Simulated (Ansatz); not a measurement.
Relaxation of a periodic cell of 23 atoms, Si8O15 (host SiO2, host structure Pbcn, one O atom removed), cell charge -2, to a largest force component of 0.03 eV/Å in at most 60 steps.

Theory: Ansatz, DFT PBEsol, scalar-relativistic, plane waves, PAW. Settings: PAW set soft_1, cutoff 420 eV, k mesh 3x3x3, gaussian smearing 0.02 eV, no spin polarisation.

```xyz
23
Lattice="0.0000 5.0462 4.4946 4.0970 0.0000 4.4946 4.0970 5.0462 0.0000" Properties=species:S:1:pos:R:3
Si 4.097 5.814 1.124
Si 2.049 1.755 3.371
Si 4.097 4.278 7.866
Si 2.049 3.291 1.124
O 3.006 3.151 4.129
O 3.140 4.418 1.881
O 5.054 4.418 4.860
O 1.091 3.151 2.613
O 5.188 1.895 4.860
O 5.054 5.674 2.613
O 7.237 5.674 4.129
O 3.006 1.895 1.881
Si 4.097 5.814 5.618
Si 6.146 6.801 7.866
Si 4.097 4.278 3.371
Si 6.146 8.337 5.618
O 3.006 8.198 4.129
O 3.140 4.418 6.376
O 0.957 4.418 4.860
O 5.188 6.941 4.860
O 5.054 5.674 7.108
O 3.140 5.674 4.129
O 5.188 8.198 7.108
```

Task: Where does it end, and by what steps?

Result: The run converged. The force dipped under the threshold on the way, but the program's further checks kept it going. Limits of this set-up: PAW files made for another functional, no spin, though dangling bonds at a vacancy may carry it, a small cell, in which the defect meets its images, a typed lattice constant that wasn't relaxed here, charged cell in a uniform background, uncorrected. After 11 steps the energy has fallen by 2.587 eV; Si14 moved furthest, 0.25 Å.

```
step  energy less start (eV)  largest force component (eV/Å)  accepted
   0                  0.0000                           2.883       yes
   1                 -1.1886                           1.971       yes
   2                 -2.2174                           1.947       yes
   3                 -2.5177                           0.382       yes
   4                 -2.5553                           0.270       yes
   5                 -2.1364                           1.332        no
   6                 -2.5810                           0.137       yes
   7                 -2.5460                           0.401        no
   8                 -2.5857                           0.088       yes
   9                 -2.5863                           0.063       yes
  10                 -2.5872                           0.022       yes
  11                 -2.5872                           0.022       yes
```

```xyz
23
Lattice="0.0000 5.0462 4.4946 4.0970 0.0000 4.4946 4.0970 5.0462 0.0000" Properties=species:S:1:pos:R:3
Si 4.084 6.033 1.084
Si 2.050 1.719 3.394
Si 4.148 4.305 7.891
Si 2.065 3.268 1.103
O 2.951 3.078 4.202
O 3.030 4.375 1.943
O 5.024 4.418 4.888
O 1.061 3.047 2.609
O 5.355 1.973 4.699
O 5.155 5.571 2.744
O 7.274 5.626 4.029
O 2.980 1.886 1.872
Si 4.091 5.766 5.625
Si 6.209 6.946 7.673
Si 4.022 4.342 3.363
Si 6.106 8.280 5.745
O 3.065 8.229 4.132
O 3.168 4.418 6.384
O 0.969 4.451 4.875
O 5.205 6.924 4.910
O 5.051 5.626 7.073
O 3.171 5.648 4.125
O 4.990 8.240 7.135
```

Whether the end is a true minimum wasn't checked by a vibrational analysis.

Run time: 100 s on 2 threads of Intel(R) Xeon(R) Platinum 8488C (Sapphire Rapids), on a shared host, peak memory 0.68 GiB.
